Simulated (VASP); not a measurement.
# Ni in VASP: relaxation of the atoms with PBE+D3(BJ)

Aim: the relaxation of the atoms of Ni with PBE+D3(BJ).

Program: VASP 6.6.1. These are calculated values, not measurements. Logs are shortened: lines on timing, memory, paths and dates and some standing lists are left out, and cuts for length are marked.

## 1. The slab as given

The cell holds a slab with vacuum, 9 atoms: a = 4.258 Å, b = 4.258 Å, c = 27.665 Å, α = 90.00°, β = 90.00°, γ = 120.00°.

The cell was built by a generator and needn't be a form met in nature.

## 2. Relaxation of the atoms, PBE+D3(BJ), collinear spin, ferromagnetic start

Contents of INCAR:

```
PREC = Accurate
ENCUT = 520
EDIFF = 1E-6
ISMEAR = 1
SIGMA = 0.1
LREAL = False
LASPH = True
NELM = 120
ALGO = Normal
ISIF = 2
LWAVE = False
LCHARG = False
ISPIN = 2
MAGMOM = 0.7 0.7 0.7 0.7 0.7 0.7 0.7 0.7 0.7
LORBIT = 11
LMAXMIX = 4
LDIPOL = True
IDIPOL = 3
DIPOL = 0.5 0.5 0.500
GGA = PE
IVDW = 12
IBRION = 2
NSW = 90
EDIFFG = -0.02
KPAR = 2
```

Contents of KPOINTS:

```
regular mesh
0
Gamma
  9 9 1
```

Contents of POSCAR:

```
Ni
1.0
    3.6878305700      2.1291700200      0.0000000000
   -3.6878305700      2.1291700200      0.0000000000
    0.0000000000      0.0000000000     27.6647905100
Ni
9
Selective dynamics
Direct
    0.0000000000      0.0000000000      0.4274386200  F F F
    0.3333330000      0.6666670000      0.4274386200  F F F
    0.6666670000      0.3333330000      0.4274386200  F F F
    0.3333330000      1.0000000000      0.5000000000  T T T
    0.6666670000      0.6666670000      0.5000000000  T T T
    0.0000000000      0.3333330000      0.5000000000  T T T
    0.6666670000      1.0000000000      0.5725613800  T T T
    0.0000000000      0.6666670000      0.5725613800  T T T
    0.3333330000      0.3333330000      0.5725613800  T T T
```

Potentials or basis: VASP PAW PBE potentials, release 64 (Ni).

On the command line:

```
$ cat potpaw_PBE.64/Ni/POTCAR > POTCAR
$ mpirun -np 2 vasp_std > vasp.out
```

OUTCAR:

```text
PREC = Accurate
   ENCUT = 520
   EDIFF = 1E-6
   ISMEAR = 1
   LREAL = False
   LASPH = True
   NELM = 120
   ISIF = 2
   ISPIN = 2
   LORBIT = 11
   GGA = PE
   IVDW = 12
   IBRION = 2
   NSW = 90
   EDIFFG = -0.02
 IVDW          = 12

 ion  position               nearest neighbor table
   1  0.000  0.000  0.427-   4 2.46   6 2.46   5 2.46   3 2.46   2 2.46   2 2.46   3 2.46   3 2.46
                             2 2.46
   2  0.333  0.667  0.427-   4 2.46   6 2.46   5 2.46   1 2.46   3 2.46   3 2.46   1 2.46   1 2.46
                             3 2.46
   3  0.667  0.333  0.427-   6 2.46   4 2.46   5 2.46   1 2.46   2 2.46   2 2.46   1 2.46   1 2.46
                             2 2.46
   4  0.333  0.000  0.500-   1 2.46   2 2.46   9 2.46   8 2.46   3 2.46   7 2.46   6 2.46   5 2.46
                             5 2.46   6 2.46   6 2.46   5 2.46
   5  0.667  0.667  0.500-   7 2.46   8 2.46   1 2.46   2 2.46   3 2.46   9 2.46   4 2.46   6 2.46
                             6 2.46   4 2.46   4 2.46   6 2.46
   6  0.000  0.333  0.500-   1 2.46   3 2.46   9 2.46   7 2.46   2 2.46   8 2.46   4 2.46   5 2.46
                             5 2.46   4 2.46   4 2.46   5 2.46
   7  0.667  0.000  0.573-   5 2.46   6 2.46   4 2.46   8 2.46   9 2.46   9 2.46   8 2.46   8 2.46
                             9 2.46
   8  0.000  0.667  0.573-   5 2.46   4 2.46   6 2.46   7 2.46   9 2.46   9 2.46   7 2.46   7 2.46
                             9 2.46
   9  0.333  0.333  0.573-   4 2.46   6 2.46   5 2.46   8 2.46   7 2.46   7 2.46   8 2.46   7 2.46
[... 8 lines left out ...]
 A1 = (   3.6878305700,   2.1291700200,   0.0000000000)
 A2 = (  -3.6878305700,   2.1291700200,   0.0000000000)
 A3 = (   0.0000000000,   0.0000000000,  27.6647905100)

Analysis of symmetry for initial positions (statically):
=====================================================================
 Subroutine PRICEL returns following result:

  LATTYP: Found a hexagonal cell.
 ALAT       =     2.4585512961
 C/A-ratio  =    11.2524764296
[... 12 lines left out ...]
 Subroutine GETGRP returns: Found 12 space group operations
 (whereof  6 operations were pure point group operations)
 out of a pool of 24 trial point group operations.

The static configuration has the point symmetry C_3v.
 The point group associated with its full space group is D_3d.

Analysis of symmetry for dynamics (positions and initial velocities):
=====================================================================
 Subroutine PRICEL returns following result:

  LATTYP: Found a hexagonal cell.
 ALAT       =     2.4585512961
 C/A-ratio  =    11.2524764296
[... 12 lines left out ...]
 Subroutine GETGRP returns: Found 12 space group operations
 (whereof  6 operations were pure point group operations)
 out of a pool of 24 trial point group operations.

The dynamic configuration has the point symmetry C_3v.
 The point group associated with its full space group is D_3d.

Analysis of constrained symmetry for selective dynamics:
=====================================================================
 Subroutine PRICEL returns following result:

  LATTYP: Found a hexagonal cell.
 ALAT       =     2.4585512961
 C/A-ratio  =    11.2524764296
[... 12 lines left out ...]
 Subroutine GETGRP returns: Found  6 space group operations
 (whereof  6 operations were pure point group operations)
 out of a pool of 24 trial point group operations.

The constrained configuration has the point symmetry C_3v.

Analysis of structural, dynamic, and magnetic symmetry:
=====================================================================
 Subroutine PRICEL returns following result:

  LATTYP: Found a hexagonal cell.
 ALAT       =     2.4585512961
 C/A-ratio  =    11.2524764296
[... 12 lines left out ...]
 Subroutine GETGRP returns: Found  6 space group operations
 (whereof  6 operations were pure point group operations)
 out of a pool of 24 trial point group operations.

The overall configuration has the point symmetry C_3v.

 Subroutine INISYM returns: Found  6 space group operations
 (whereof  6 operations are pure point group operations),
 and found     3 'primitive' translations

----------------------------------------------------------------------------------------

                                     Primitive cell

  volume of cell :     144.8161

  direct lattice vectors                    reciprocal lattice vectors
    -1.229271940 -2.129170020  0.000000000     0.000000000 -0.469666579  0.000000000
     2.458551255  0.000000000  0.000000000     0.406743605 -0.234832585  0.000000000
     0.000000000  0.000000000 27.664790510     0.000000000  0.000000000  0.036147030

  length of vectors
     2.458551296  2.458551255 27.664790510     0.469666579  0.469666587  0.036147030

[... 118 lines left out ...]
  free energy    TOTEN  =       -45.44670081 eV

  energy without entropy =      -45.45294134  energy(sigma->0) =      -45.44878099

------------------------ aborting loop because EDIFF is reached ----------------------------------------

 Edisp (eV)   -2.79640

 E8    (eV) :    -1.2724

  FORCE on cell =-STRESS in cart. coord.  units (eV):
  Direction    XX          YY          ZZ          XY          YZ          ZX
  --------------------------------------------------------------------------------------
  -------------------------------------------------------------------------------------
  Total      -3.10621    -3.10621    -0.31327     0.00000     0.00000     0.00000
  in kB     -11.45522   -11.45522    -1.15529     0.00000     0.00000     0.00000
  external pressure =       -8.02 kB  Pullay stress =        0.00 kB

 VOLUME and BASIS-vectors are now :
 -----------------------------------------------------------------------------
  energy-cutoff  :      520.00
  volume of cell :      434.45
      direct lattice vectors                 reciprocal lattice vectors
     3.687830570  2.129170020  0.000000000     0.135581066  0.234833290  0.000000000
    -3.687830570  2.129170020  0.000000000    -0.135581066  0.234833290  0.000000000
     0.000000000  0.000000000 27.664790510     0.000000000  0.000000000  0.036147030

 POSITION                                       TOTAL-FORCE (eV/Angst)
 -----------------------------------------------------------------------------------
      0.00000      0.00000     11.82500         0.000000      0.000000      0.024846
     -1.22928      2.12917     11.82500         0.000000      0.000000      0.024846
      1.22928      2.12917     11.82500         0.000000      0.000000      0.024846
      1.22928      0.70972     13.83240        -0.000000      0.000000     -0.000014
      0.00000      2.83889     13.83240        -0.000000     -0.000000     -0.000014
     -1.22928      0.70972     13.83240         0.000000      0.000000     -0.000014
      2.45855      1.41945     15.83979        -0.000000     -0.000000     -0.024832
     -2.45855      1.41945     15.83979        -0.000000     -0.000000     -0.024832
      0.00000      1.41945     15.83979        -0.000000      0.000000     -0.024832
 -----------------------------------------------------------------------------------
    total drift:                                0.000000      0.000000      0.000144

  FREE ENERGIE OF THE ION-ELECTRON SYSTEM (eV)
  ---------------------------------------------------
  free  energy   TOTEN  =       -48.2431043261 eV

  energy  without entropy=      -48.2493448568  energy(sigma->0) =      -48.24518450

 dipolmoment           0.000000      0.000000      0.000227 electrons x Angstroem

--------------------------------------- Ionic step        2  -------------------------------------------

 number of electron      90.0000016 magnetization       6.3991001

 dipolmoment           0.000000      0.000000     -0.000026 electrons x Angstroem

 Free energy of the ion-electron system (eV)
  ---------------------------------------------------
  ext. energy  EPLUGINS =         0.00000000
  ---------------------------------------------------
  free energy    TOTEN  =       -45.44648348 eV

  energy without entropy =      -45.45275537  energy(sigma->0) =      -45.44857411

 E-fermi :  -1.7498     XC(G=0):  -3.6199

 val. band max:       -1.7581576661   @ k =   0.1111  -0.0000   0.0000
 cond. band min:      -1.7458935503   @ k =   0.0000   0.0000   0.0000
 fundamental gap:      0.0122641158
 Fermi energy:        -1.7497977909

 spin component 1

 k-point     1 :       0.0000    0.0000    0.0000
  band No.  band energies     occupation
      1     -10.2243      1.00000
      2      -8.1704      1.00000
      3      -6.8451      1.00000
      4      -5.4195      1.00000
      5      -5.4195      1.00000
      6      -5.3741      1.00000
[... 709 lines left out ...]
     56       3.7152      0.00000
     57       3.7152      0.00000
 Fermi energy:        -1.7497977909

 spin component 2

 k-point     1 :       0.0000    0.0000    0.0000
  band No.  band energies     occupation
      1     -10.2496      1.00000
      2      -8.1406      1.00000
      3      -6.5088      1.00000
      4      -4.9339      1.00000
      5      -4.9339      1.00000
      6      -4.9311      1.00000
[... 709 lines left out ...]
     56       3.8944      0.00000
     57       3.8944      0.00000

------------------------ aborting loop because EDIFF is reached ----------------------------------------

 vacuum level on the upper side and lower side of the slab       (xc-potential included)         0.008         0.011

 Edisp (eV)   -2.79669

 E8    (eV) :    -1.2726

  FORCE on cell =-STRESS in cart. coord.  units (eV):
  Direction    XX          YY          ZZ          XY          YZ          ZX
  --------------------------------------------------------------------------------------
  -------------------------------------------------------------------------------------
  Total      -3.09321    -3.09321    -0.26939     0.00000    -0.00000     0.00000
  in kB     -11.40726   -11.40726    -0.99346     0.00000    -0.00000     0.00000
  external pressure =       -7.94 kB  Pullay stress =        0.00 kB

 VOLUME and BASIS-vectors are now :
 -----------------------------------------------------------------------------
  energy-cutoff  :      520.00
  volume of cell :      434.45
      direct lattice vectors                 reciprocal lattice vectors
     3.687830570  2.129170020  0.000000000     0.135581066  0.234833290  0.000000000
    -3.687830570  2.129170020  0.000000000    -0.135581066  0.234833290  0.000000000
     0.000000000  0.000000000 27.664790510     0.000000000  0.000000000  0.036147030

 POSITION                                       TOTAL-FORCE (eV/Angst)
 -----------------------------------------------------------------------------------
      0.00000      0.00000     11.82500         0.000000     -0.000000      0.024297
     -1.22928      2.12917     11.82500         0.000000     -0.000000      0.024297
      1.22928      2.12917     11.82500        -0.000000      0.000000      0.024297
      1.22928      0.70972     13.83239         0.000000     -0.000000     -0.006103
      0.00000      2.83889     13.83239        -0.000000      0.000000     -0.006103
     -1.22928      0.70972     13.83239         0.000000      0.000000     -0.006103
     -1.22928      3.54862     15.83859         0.000000     -0.000000     -0.018194
      1.22928      3.54862     15.83859         0.000000      0.000000     -0.018194
      0.00000      1.41945     15.83859         0.000000      0.000000     -0.018194
 -----------------------------------------------------------------------------------
    total drift:                                0.000000     -0.000001      0.000552

  FREE ENERGIE OF THE ION-ELECTRON SYSTEM (eV)
  ---------------------------------------------------
  free  energy   TOTEN  =       -48.2431752389 eV

  energy  without entropy=      -48.2494471229  energy(sigma->0) =      -48.24526587

 reached required accuracy - stopping structural energy minimisation

 vacuum level on the upper side and lower side of the slab         3.311         3.345

 total charge

# of ion       s       p       d       tot
------------------------------------------
    1        0.504   0.405   8.311   9.220
    2        0.504   0.405   8.311   9.220
    3        0.504   0.405   8.311   9.220
    4        0.505   0.523   8.329   9.357
    5        0.505   0.523   8.329   9.357
    6        0.505   0.523   8.329   9.357
    7        0.505   0.405   8.311   9.220
    8        0.505   0.405   8.311   9.220
    9        0.505   0.405   8.311   9.220
--------------------------------------------------
tot          4.542   3.999  74.850  83.392

 magnetization (x)

# of ion       s       p       d       tot
------------------------------------------
    1       -0.001  -0.020   0.736   0.714
    2       -0.001  -0.020   0.736   0.714
    3       -0.001  -0.020   0.736   0.714
    4       -0.007  -0.027   0.764   0.730
    5       -0.007  -0.027   0.764   0.730
    6       -0.007  -0.027   0.764   0.730
    7       -0.002  -0.020   0.736   0.714
    8       -0.002  -0.020   0.736   0.714
    9       -0.002  -0.020   0.736   0.714
--------------------------------------------------
tot         -0.031  -0.202   6.706   6.473
```

It took 24 min on 2 MPI ranks of AMD EPYC 7R13 (Zen 3), shared host; peak memory 0.9 GiB.

Results:

```
Free energy                                           : -48.2432 eV
Energy gained by relaxing                             : 0.0 meV/atom
Ionic steps                                           : 2
Band gap on the k mesh                                : none (metal or under the smearing width)
Net moment                                            : 6.40 μB per cell
Site moments                                          : Ni +0.71, +0.73 μB
Valence electrons inside the program's atomic spheres : Ni 9.22, 9.36
Dispersion energy per atom                            : -0.311 eV
```

Final structure:
```
Ni
1.0
     3.68783    2.12917    0.00000
    -3.68783    2.12917    0.00000
     0.00000    0.00000   27.66479
Ni
9
Direct
  0.00000 0.00000 0.42744
  0.33333 0.66667 0.42744
  0.66667 0.33333 0.42744
  0.33333 0.00000 0.50000
  0.66667 0.66667 0.50000
  0.00000 0.33333 0.50000
  0.66667 0.00000 0.57252
  0.00000 0.66667 0.57252
  0.33333 0.33333 0.57252
```
